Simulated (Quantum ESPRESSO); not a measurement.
# In (I4/mmm) in Quantum ESPRESSO: equation of state

How stiff is In in PBEsol, and what volume does it want? The cell is scaled to several volumes.

All numbers are computed with Quantum ESPRESSO 7.5; they aren't measurements. Logs are shortened: lines on timing, memory, paths and dates and some standing lists are left out, and cuts for length are marked.

**1. The structure**

The structure is tetragonal, space group I4/mmm (No. 139). The conventional cell has a = 3.251 Å, b = 3.251 Å, c = 4.947 Å, α = 90.00°, β = 90.00°, γ = 90.00°. In (site symmetry 4/mmm) is surrounded by 12 In at 3.25 to 3.38 Å.

**2. Single point, PBEsol, 24.57 Å³/atom**

pw.in reads:

```
&CONTROL
  calculation = 'scf'
  prefix = 'pwscf'
  outdir = './tmp'
  pseudo_dir = './pseudo'
  tprnfor = .true.
  tstress = .true.
  disk_io = 'nowf'
/
&SYSTEM
  ibrav = 0
  nat = 1
  ntyp = 1
  ecutwfc = 56
  ecutrho = 448
  nbnd = 12
  occupations = 'smearing'
  smearing = 'fd'
  degauss = 0.00367493
/
&ELECTRONS
  conv_thr = 2d-10
  electron_maxstep = 120
  mixing_beta = 0.5
/
ATOMIC_SPECIES
In   114.8180 in_pbesol_v1.4.uspp.F.UPF
CELL_PARAMETERS angstrom
  -1.5922878321    1.5922878321    2.4232021571
   1.5922878321   -1.5922878321    2.4232021571
   1.5922878321    1.5922878321   -2.4232021571
ATOMIC_POSITIONS crystal
In     0.0000000000    0.0000000000    0.0000000000
K_POINTS automatic
11 11 11 0 0 0
```

Potentials or basis: GBRV 1.5 PBEsol.

Run with:

```bash
$ OMP_NUM_THREADS=1 mpirun -n 2 pw.x -nk 2 -in pw.in > pw.out
```

pw.out:

```text
This program is part of the open-source Quantum ESPRESSO suite
     for quantum simulation of materials; please cite
         "P. Giannozzi et al., J. Phys.:Condens. Matter 21 395502 (2009);
         "P. Giannozzi et al., J. Phys.:Condens. Matter 29 465901 (2017);
         "P. Giannozzi et al., J. Chem. Phys. 152 154105 (2020);
     in publications or presentations arising from this work. More details at

     Message from routine setup:
     using ibrav=0 with symmetry is DISCOURAGED, use correct ibrav instead

     K-points division:     npool     =       2
     Subspace diagonalization in iterative solution of the eigenvalue problem:
     a serial algorithm will be used

     G-vector sticks info
     --------------------
     sticks:   dense  smooth     PW     G-vecs:    dense   smooth      PW
     Sum        1391     693    231                26495     9337    1769

     Using Slab Decomposition

     bravais-lattice index     =            0
     lattice parameter (alat)  =       6.2512  a.u.
     unit-cell volume          =     165.8400 (a.u.)^3
     number of atoms/cell      =            1
     number of atomic types    =            1
     number of electrons       =        13.00
     number of Kohn-Sham states=           12
     kinetic-energy cutoff     =      56.0000  Ry
     charge density cutoff     =     448.0000  Ry
     scf convergence threshold =      2.0E-10
     mixing beta               =       0.5000
     number of iterations used =            8  plain     mixing
     Exchange-correlation= SLA  PW   PSX  PSC
                           (   1   4  10   8   0   0   0)

     celldm(1)=   6.251159  celldm(2)=   0.000000  celldm(3)=   0.000000
     celldm(4)=   0.000000  celldm(5)=   0.000000  celldm(6)=   0.000000

     crystal axes: (cart. coord. in units of alat)
               a(1) = (  -0.481349   0.481349   0.732534 )
               a(2) = (   0.481349  -0.481349   0.732534 )
               a(3) = (   0.481349   0.481349  -0.732534 )

     reciprocal axes: (cart. coord. in units 2 pi/alat)
               b(1) = (  0.000000  1.038748  0.682562 )
               b(2) = (  1.038748  0.000000  0.682562 )
               b(3) = (  1.038748  1.038748  0.000000 )

     PseudoPot. # 1 for In read from file:
     in_pbesol_v1.4.uspp.F.UPF
     Pseudo is Ultrasoft + core correction, Zval = 13.0
     Generated by new atomic code, or converted to UPF format
     Using radial grid of  889 points,  6 beta functions with:
                l(1) =   0
                l(2) =   0
                l(3) =   1
                l(4) =   1
                l(5) =   2
                l(6) =   2
     Q(r) pseudized with  6 coefficients,  rinner =    1.400   1.400   1.400
                                                       1.400   1.400

     atomic species   valence    mass     pseudopotential
     In               13.00   114.81800     In( 1.00)

     16 Sym. Ops., with inversion, found

   Cartesian axes

     site n.     atom                  positions (alat units)
         1        In     tau(   1) = (   0.0000000   0.0000000   0.0000000  )

     number of k points=   126  Fermi-Dirac smearing, width (Ry)=  0.0037

     Number of k-points >= 100: set verbosity='high' to print them.

     Dense  grid:    26495 G-vectors     FFT dimensions: (  45,  45,  45)

     Smooth grid:     9337 G-vectors     FFT dimensions: (  30,  30,  30)

     Initial potential from superposition of free atoms

     starting charge      11.5000, renormalised to      13.0000
     Starting wfcs are    9 randomized atomic wfcs +    3 random wfcs

     Self-consistent Calculation

     iteration #  1     ecut=    56.00 Ry     beta= 0.50
     Davidson diagonalization with overlap
     ethr =  1.00E-02,  avg # of iterations =  5.9

     total energy              =    -131.77140045 Ry
     estimated scf accuracy    <       4.22695534 Ry

     iteration #  2     ecut=    56.00 Ry     beta= 0.50
     Davidson diagonalization with overlap
     ethr =  1.00E-02,  avg # of iterations =  2.2

     total energy              =    -133.15710560 Ry
     estimated scf accuracy    <       0.22192652 Ry

     iteration #  3     ecut=    56.00 Ry     beta= 0.50
     Davidson diagonalization with overlap
     ethr =  1.71E-03,  avg # of iterations =  2.2

     total energy              =    -133.18508680 Ry
     estimated scf accuracy    <       0.00851179 Ry

     iteration #  4     ecut=    56.00 Ry     beta= 0.50
     Davidson diagonalization with overlap
     ethr =  6.55E-05,  avg # of iterations =  5.0

     total energy              =    -133.18704540 Ry
     estimated scf accuracy    <       0.00124814 Ry

     iteration #  5     ecut=    56.00 Ry     beta= 0.50
     Davidson diagonalization with overlap
     ethr =  9.60E-06,  avg # of iterations =  5.6

     total energy              =    -133.18735398 Ry
     estimated scf accuracy    <       0.00000271 Ry

     iteration #  6     ecut=    56.00 Ry     beta= 0.50
     Davidson diagonalization with overlap
     c_bands:  1 eigenvalues not converged
     ethr =  2.08E-08,  avg # of iterations =  3.2

     total energy              =    -133.18735534 Ry
     estimated scf accuracy    <       0.00000037 Ry

     iteration #  7     ecut=    56.00 Ry     beta= 0.50
     Davidson diagonalization with overlap
     ethr =  2.88E-09,  avg # of iterations =  2.0

     total energy              =    -133.18735545 Ry
     estimated scf accuracy    <       0.00000002 Ry

     iteration #  8     ecut=    56.00 Ry     beta= 0.50
     Davidson diagonalization with overlap
     ethr =  1.39E-10,  avg # of iterations =  2.0

     total energy              =    -133.18735545 Ry
     estimated scf accuracy    <          1.3E-09 Ry

     iteration #  9     ecut=    56.00 Ry     beta= 0.50
     Davidson diagonalization with overlap
     ethr =  9.89E-12,  avg # of iterations =  2.2

     End of self-consistent calculation

     Number of k-points >= 100: set verbosity='high' to print the bands.

     the Fermi energy is    11.0288 ev

!    total energy              =    -133.18735545 Ry
     estimated scf accuracy    <          2.1E-12 Ry
     smearing contrib. (-TS)   =      -0.00025137 Ry
     internal energy E=F+TS    =    -133.18710409 Ry

     The total energy is F=E-TS. E is the sum of the following terms:
     one-electron contribution =     -36.52669340 Ry
     hartree contribution      =      29.57732967 Ry
     xc contribution           =     -37.40432440 Ry
     ewald contribution        =     -88.83341596 Ry

     convergence has been achieved in   9 iterations

     Forces acting on atoms (cartesian axes, Ry/au):

     atom    1 type  1   force =     0.00000000    0.00000000    0.00000000

     Total force =     0.000000     Total SCF correction =     0.000000

     Computing stress (Cartesian axis) and pressure

          total   stress  (Ry/bohr**3)                   (kbar)     P=       17.55
   0.00013597  -0.00000000  -0.00000000           20.00       -0.00       -0.00
  -0.00000000   0.00013597  -0.00000000           -0.00       20.00       -0.00
  -0.00000000  -0.00000000   0.00008590           -0.00       -0.00       12.64

=------------------------------------------------------------------------------=
   JOB DONE.
=------------------------------------------------------------------------------=
```

Wall time 16 s (2 MPI ranks of Arm Neoverse V1, shared host); peak memory 0.2 GiB.

Results:

| Item | Value |
| --- | --- |
| Free energy | -1812.1063 eV |
| Pressure | 1.8 GPa |
| Band gap on the k mesh | none (metal or under the smearing width) |

**3. Single point, PBEsol, 25.10 Å³/atom**

pw.in, as its differences from that of step 2:

```diff
@@ -28,5 +28,5 @@
 CELL_PARAMETERS angstrom
-  -1.5922878321    1.5922878321    2.4232021571
-   1.5922878321   -1.5922878321    2.4232021571
-   1.5922878321    1.5922878321   -2.4232021571
+  -1.6035014962    1.6035014962    2.4402675233
+   1.6035014962   -1.6035014962    2.4402675233
+   1.6035014962    1.6035014962   -2.4402675233
 ATOMIC_POSITIONS crystal
```

Potentials or basis: GBRV 1.5 PBEsol.

Run with:

```bash
$ OMP_NUM_THREADS=1 mpirun -n 2 pw.x -nk 2 -in pw.in > pw.out
```

It took 17 s on 2 MPI ranks of Arm Neoverse V1, shared host; peak memory 0.22 GiB.

Results (log left out):

```yaml
Free_energy: -1812.1110 eV
Pressure: 0.7 GPa
Band_gap_on_the_k_mesh: none (metal or under the smearing width)
```

**4. Single point, PBEsol, 25.62 Å³/atom**

pw.in, as its differences from that of step 3:

```diff
@@ -28,5 +28,5 @@
 CELL_PARAMETERS angstrom
-  -1.6035014962    1.6035014962    2.4402675233
-   1.6035014962   -1.6035014962    2.4402675233
-   1.6035014962    1.6035014962   -2.4402675233
+  -1.6145604767    1.6145604767    2.4570974863
+   1.6145604767   -1.6145604767    2.4570974863
+   1.6145604767    1.6145604767   -2.4570974863
 ATOMIC_POSITIONS crystal
```

Run with:

```bash
$ OMP_NUM_THREADS=1 mpirun -n 2 pw.x -nk 2 -in pw.in > pw.out
```

It took 14 s on 2 MPI ranks of Arm Neoverse V1, shared host; peak memory 0.22 GiB.

Results (log left out):

```
Free energy            : -1812.1123 eV
Pressure               : -0.3 GPa
Band gap on the k mesh : none (metal or under the smearing width)
```

**5. Single point, PBEsol, 26.14 Å³/atom**

pw.in, as its differences from that of step 4:

```diff
@@ -28,5 +28,5 @@
 CELL_PARAMETERS angstrom
-  -1.6145604767    1.6145604767    2.4570974863
-   1.6145604767   -1.6145604767    2.4570974863
-   1.6145604767    1.6145604767   -2.4570974863
+  -1.6254700000    1.6254700000    2.4737000000
+   1.6254700000   -1.6254700000    2.4737000000
+   1.6254700000    1.6254700000   -2.4737000000
 ATOMIC_POSITIONS crystal
```

Run with:

```bash
$ OMP_NUM_THREADS=1 mpirun -n 2 pw.x -nk 2 -in pw.in > pw.out
```

It took 14 s on 2 MPI ranks of Arm Neoverse V1, shared host; peak memory 0.22 GiB.

Results (log left out):

```yaml
Free_energy: -1812.1107 eV
Pressure: -1.1 GPa
Band_gap_on_the_k_mesh: none (metal or under the smearing width)
```

**6. Single point, PBEsol, 26.67 Å³/atom**

pw.in, as its differences from that of step 5:

```diff
@@ -28,5 +28,5 @@
 CELL_PARAMETERS angstrom
-  -1.6254700000    1.6254700000    2.4737000000
-   1.6254700000   -1.6254700000    2.4737000000
-   1.6254700000    1.6254700000   -2.4737000000
+  -1.6362350157    1.6362350157    2.4900825966
+   1.6362350157   -1.6362350157    2.4900825966
+   1.6362350157    1.6362350157   -2.4900825966
 ATOMIC_POSITIONS crystal
```

Potentials or basis: GBRV 1.5 PBEsol.

Run with:

```bash
$ OMP_NUM_THREADS=1 mpirun -n 2 pw.x -nk 2 -in pw.in > pw.out
```

pw.out:

```text
This program is part of the open-source Quantum ESPRESSO suite
     for quantum simulation of materials; please cite
         "P. Giannozzi et al., J. Phys.:Condens. Matter 21 395502 (2009);
         "P. Giannozzi et al., J. Phys.:Condens. Matter 29 465901 (2017);
         "P. Giannozzi et al., J. Chem. Phys. 152 154105 (2020);
     in publications or presentations arising from this work. More details at

     Message from routine setup:
     using ibrav=0 with symmetry is DISCOURAGED, use correct ibrav instead

     K-points division:     npool     =       2
     Subspace diagonalization in iterative solution of the eigenvalue problem:
     a serial algorithm will be used

     G-vector sticks info
     --------------------
     sticks:   dense  smooth     PW     G-vecs:    dense   smooth      PW
     Sum        1463     743    231                28871    10203    1889

     Using Slab Decomposition

     bravais-lattice index     =            0
     lattice parameter (alat)  =       6.4237  a.u.
     unit-cell volume          =     179.9541 (a.u.)^3
     number of atoms/cell      =            1
     number of atomic types    =            1
     number of electrons       =        13.00
     number of Kohn-Sham states=           12
     kinetic-energy cutoff     =      56.0000  Ry
     charge density cutoff     =     448.0000  Ry
     scf convergence threshold =      2.0E-10
[... 40 lines left out ...]
         1        In     tau(   1) = (   0.0000000   0.0000000   0.0000000  )

     number of k points=   126  Fermi-Dirac smearing, width (Ry)=  0.0037

     Number of k-points >= 100: set verbosity='high' to print them.

     Dense  grid:    28871 G-vectors     FFT dimensions: (  45,  45,  45)

     Smooth grid:    10203 G-vectors     FFT dimensions: (  32,  32,  32)

     Initial potential from superposition of free atoms

     starting charge      11.5000, renormalised to      13.0000
     Starting wfcs are    9 randomized atomic wfcs +    3 random wfcs

     Self-consistent Calculation

     iteration #  1     ecut=    56.00 Ry     beta= 0.50
     Davidson diagonalization with overlap
     ethr =  1.00E-02,  avg # of iterations =  6.0

     total energy              =    -131.70479111 Ry
     estimated scf accuracy    <       4.36615052 Ry
[... 19 lines left out ...]
     total energy              =    -133.18703247 Ry
     estimated scf accuracy    <       0.00133305 Ry

     iteration #  5     ecut=    56.00 Ry     beta= 0.50
     Davidson diagonalization with overlap
     c_bands:  1 eigenvalues not converged
     ethr =  1.03E-05,  avg # of iterations =  6.6

     total energy              =    -133.18737511 Ry
     estimated scf accuracy    <       0.00000422 Ry

     iteration #  6     ecut=    56.00 Ry     beta= 0.50
     Davidson diagonalization with overlap
     ethr =  3.25E-08,  avg # of iterations =  2.9
[... 18 lines left out ...]
     iteration #  9     ecut=    56.00 Ry     beta= 0.50
     Davidson diagonalization with overlap
     ethr =  4.91E-12,  avg # of iterations =  3.3

     End of self-consistent calculation

     Number of k-points >= 100: set verbosity='high' to print the bands.

     the Fermi energy is     9.8361 ev

!    total energy              =    -133.18737733 Ry
     estimated scf accuracy    <          7.4E-12 Ry
     smearing contrib. (-TS)   =      -0.00029974 Ry
     internal energy E=F+TS    =    -133.18707759 Ry

     The total energy is F=E-TS. E is the sum of the following terms:
     one-electron contribution =     -40.29898290 Ry
     hartree contribution      =      30.92301703 Ry
     xc contribution           =     -37.36364790 Ry
     ewald contribution        =     -86.44746382 Ry

     convergence has been achieved in   9 iterations

     Forces acting on atoms (cartesian axes, Ry/au):

     atom    1 type  1   force =     0.00000000    0.00000000    0.00000000

     Total force =     0.000000     Total SCF correction =     0.000000

     Computing stress (Cartesian axis) and pressure

          total   stress  (Ry/bohr**3)                   (kbar)     P=      -18.49
  -0.00012033   0.00000000  -0.00000000          -17.70        0.00       -0.00
   0.00000000  -0.00012033   0.00000000            0.00      -17.70        0.00
  -0.00000000   0.00000000  -0.00013644           -0.00        0.00      -20.07

=------------------------------------------------------------------------------=
   JOB DONE.
=------------------------------------------------------------------------------=
```

Run time: 14 s. Hardware: 2 MPI ranks of Arm Neoverse V1, shared host; peak memory 0.22 GiB.

Results:

- Free energy: -1812.1066 eV
- Pressure: -1.8 GPa
- Band gap on the k mesh: none (metal or under the smearing width)

**7. Single point, PBEsol, 27.19 Å³/atom**

pw.in, as its differences from that of step 6:

```diff
@@ -28,5 +28,5 @@
 CELL_PARAMETERS angstrom
-  -1.6362350157    1.6362350157    2.4900825966
-   1.6362350157   -1.6362350157    2.4900825966
-   1.6362350157    1.6362350157   -2.4900825966
+  -1.6468602161    1.6468602161    2.5062524172
+   1.6468602161   -1.6468602161    2.5062524172
+   1.6468602161    1.6468602161   -2.5062524172
 ATOMIC_POSITIONS crystal
```

Run with:

```bash
$ OMP_NUM_THREADS=1 mpirun -n 2 pw.x -nk 2 -in pw.in > pw.out
```

Wall time 14 s (2 MPI ranks of Arm Neoverse V1, shared host); peak memory 0.22 GiB.

The run converged. Its results:

```
Free energy            : -1812.1002 eV
Pressure               : -2.5 GPa
Band gap on the k mesh : none (metal or under the smearing width)
```

**8. Single point, PBEsol, 27.71 Å³/atom**

pw.in, as its differences from that of step 7:

```diff
@@ -28,5 +28,5 @@
 CELL_PARAMETERS angstrom
-  -1.6468602161    1.6468602161    2.5062524172
-   1.6468602161   -1.6468602161    2.5062524172
-   1.6468602161    1.6468602161   -2.5062524172
+  -1.6573500545    1.6573500545    2.5222162388
+   1.6573500545   -1.6573500545    2.5222162388
+   1.6573500545    1.6573500545   -2.5222162388
 ATOMIC_POSITIONS crystal
```

Run with:

```bash
$ OMP_NUM_THREADS=1 mpirun -n 2 pw.x -nk 2 -in pw.in > pw.out
```

Run time: 14 s. Hardware: 2 MPI ranks of Arm Neoverse V1, shared host; peak memory 0.22 GiB.

It converged, with:

```
Free energy            : -1812.0917 eV
Pressure               : -3.1 GPa
Band gap on the k mesh : none (metal or under the smearing width)
```

**9. Equation of state, PBEsol**

Potentials or basis: GBRV 1.5 PBEsol.

No new run: the results of the series are fitted here.

Results:

| Property | Result |
| --- | --- |
| Equilibrium volume | 25.59 Å³/atom |
| Bulk modulus at fixed shape and positions | 44 GPa |
| Pressure derivative of the bulk modulus | 5.2 |

Energy against volume, from the lowest point:
```
volume (Å³/atom)  energy (meV/atom)
          24.575               6.02
          25.098               1.33
          25.621               0.00
          26.144               1.56
          26.666               5.72
          27.189              12.15
          27.712              20.58
```

Caveat: the cell was scaled at fixed shape and fractional positions, which overstates the stiffness of a crystal with free parameters, most of all of layers and chains.
